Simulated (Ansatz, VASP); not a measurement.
**Two plane-wave programs on Re**

Contents of INCAR:

```
ALGO = Normal ; DIPOL = 0.5 0.5 0.500
EDIFF = 1E-6 ; ENCUT = 520
GGA = PE ; IDIPOL = 3
ISIF = 2 ; ISMEAR = 0
LASPH = T ; LCHARG = F
LDIPOL = T ; LREAL = F
LWAVE = F ; NBANDS = 14
NELM = 80 ; PREC = Accurate
SIGMA = 0.1
```

Contents of KPOINTS:

```
k-points
0
Gamma
  6 6 1
```

File POSCAR:

```
Re
1.0
    3.1108640000      0.0000000000      0.0000000000
   -1.5554320000      2.6940870000      0.0000000000
    0.0000000000      0.0000000000     16.0000000000
Re
2
Direct
    0.0000000000      0.0000000000      0.5532227700
    0.0000000000      0.0000000000      0.4467772300
```

Input for Ansatz:

```yaml
crystal:
  lattice:
    - [3.110864, 0.0, 0.0]
    - [-1.555432, 2.694087, 0.0]
    - [0.0, 0.0, 16.0]
  atoms:
    - { symbol: Re, position: [0.0, 0.0, 0.55322277] }
    - { symbol: Re, position: [0.0, 0.0, 0.44677723] }
  periodic: [true, true, false]
basis:
  ecutwfc: 420
kpoints:
  mp_grid: { grid: [6, 6, 1] }
hamiltonian:
  xc: pbe
scf:
  occupations: { method: gaussian, width: 0.1 }
  lower_state_search: "off"
output:
  forces: true
  stress: true
  eigenvalues: true
```

Alike in both runs: task single point; functional PBE; k mesh 6 × 6 × 1; occupations gaussian, width 0.1 eV; no spin polarisation.

|  | VASP | Ansatz |
| --- | --- | --- |
| version | VASP 6.6.1 | Ansatz 0.2.0 |
| potentials or method | VASP PAW PBE potentials, release 64 (Re) | scalar-relativistic, plane waves, PAW |
| plane-wave cutoff (eV) | 520 | 420 |
| valence electrons in the cell | 14 | 30 |

VASP gave:

- gap on the k mesh at the Fermi level (eV): none
- rms of the force components (eV/Å): 13.956

Problem. What did Ansatz give for the same quantities?

Solution. gap on the k mesh at the Fermi level (eV): none; rms of the force components (eV/Å): 26.939.

Atom by atom the forces differ by 12.983 eV/Å (rms over components). A gap of «none» marks a metal or a gap that the smearing closes. One of these differences is far larger than is usual between the two programs; its cause wasn't traced. The two sets of potentials don't hold the same shells in valence. Ansatz warned: «slab_cell_height_set».

Caveats: the k mesh is coarse (spacing up to 0.39 Å⁻¹), so the values aren't converged. The runs have no spin-orbit coupling, so splittings on Re are missing.
